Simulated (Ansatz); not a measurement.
Reactions of CH₃I (`CI`).

Calculated with Ansatz (gas phase, PBE0-D4/def2-TZVP geometries, no zero-point term in ΔE). CCSD(T)/CBS is the MP2 limit (def2-TZVPP, def2-QZVPP) plus CCSD(T) − MP2 in def2-TZVPP, frozen cores. This one scheme is used for every species, atoms too. Functionals use def2-TZVPP. No spin–orbit coupling; open shells (•) take unrestricted orbitals. Spin–orbit coupling would lower the free atoms: a little for C; strongly for I. Elements past krypton have def2 core potentials. For I, In outer-core shells are correlated without core-valence functions, so the limit isn't a true one: a few kJ/mol of doubt a bond, and 10 to 20 or more in all where bonds break to atoms. Each species was taken in one conformer, which may not be the lowest.

```csv
reaction,PBE-D4 (eV),CCSD(T)/CBS(def2) (eV)
`CI` + `NBOCF` → `CNBOCF` + HI,0.34,0.39
`CI` + `[OH]`• → `[CH2]I`• + H₂O,-0.84,-0.75
`CI` → `[CH2]I`• + H•,4.53,4.74
`CI` → `[CH2]` (triplet) + HI,4.54,4.51
`CI` + `[NH2][In]([OH])[SH]` → `C[O][In]([NH2])[SH]` + HI,0.56,0.63
`CI` + `F[C](F)F`• → `[CH2]I`• + `FC(F)F`,-0.12,-0.22
`CI` → `[CH3]`• + I•,2.97,2.96
`CI` → C• + 3 H• + I•,16.43,16.30
```

Largest T1 diagnostic: 0.016, for `[CH2]I`•.
